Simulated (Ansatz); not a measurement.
**Al$_{2}$Cu: strain energy, fitted**

Al$_{2}$Cu, Fm-3m, a = 5.726 Å. The structure is a Materials Project entry; whether it is the stable form wasn't checked. Ansatz: PBEsol, PAW, 420 eV, Γ-centred 10×10×6 mesh on 6 atoms, Gaussian smearing 0.10 eV; no spin polarisation. Series: uniaxial strain along a, with b, c and atoms relaxed; x is the strain in per cent. The axes a, b, c are those of the computed cell (4.049, 4.049, 5.726 Å), along [1 1 0], [-1 1 0], [0 0 1] of the cell named above. y is the free energy over the unstrained cell, V0 = 15.648 Å³/atom.

```tsv
x (%)	y (meV/atom)
-6.0	?
-4.0	13.93
-2.0	4.21
0.0	0.00
2.0	2.40
4.0	12.27
6.0	28.06
```

**Question.** Fit y = c2 x² + c3 x³ to the other rows, turn c2 into a modulus, and predict the missing energy.

**Answer.** Least squares on the rows shown. y = 0.83173 x² − 0.0095911 x³. In eV per unit strain² c2 is 8.317; this is Young's modulus along the axis (E = ½ Y V0 ε²): 2 × 8.317 × 160.2 / (15.648) = 170 GPa. With a term in x⁴ added, the coefficient of x² becomes 0.7882, 5 % less, which shows how far this figure hangs on the form. At x = -6.0 the fit asked for gives 32.01 meV/atom. The run gave 25.52 meV/atom, so the fit is 6.49 meV/atom too high, 23 % of the span of the series, against an rms of 0.56 meV/atom on the fitted rows. The row lies outside the fitted range. With a term in x⁴ added, a fit to the same known rows predicts 34.13 meV/atom, further off still.